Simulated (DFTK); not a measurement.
Crystal: Au.

```
Au
1.0
     0.00000    2.03500    2.03500
     2.03500    0.00000    2.03500
     2.03500    2.03500    0.00000
Au
1
Cartesian
  0.0000 0.0000 0.0000
```

| Quantity | Value |
| --- | --- |
| Program | DFTK 0.8.2 |
| Task | single point |
| Functional | PBEsol |
| Potentials or basis | dojo.nc.sr.pbesol.v0_4_1.standard.upf (PBEsol) |
| Cutoff | 1034 eV |
| k mesh | 11 × 11 × 11 |
| Occupations | fermi-dirac, width 0.05 eV |
| Spin | no spin polarisation |

On this cell: pressure 1.2 GPa; band gap on the k mesh none (metal or under the smearing width).

The same run follows on a disturbed copy (cell strained at random at fixed volume):

```
Au
1.0
     0.05952    2.03278    2.02390
     2.06284    0.03015    2.05328
     2.07413    2.07344    0.01886
Au
1
Direct
  0.99810 0.99583 0.01853
```

Task: What changes?

Result: The energy (extrapolated to zero smearing) moves by +5.9 meV/atom; pressure 1.4 GPa; band gap on the k mesh none (metal or under the smearing width).

Stress tensor (GPa, compression positive):
```
 1.56 -1.97 -1.44
-1.97  1.40  0.23
-1.44  0.23  1.37
```
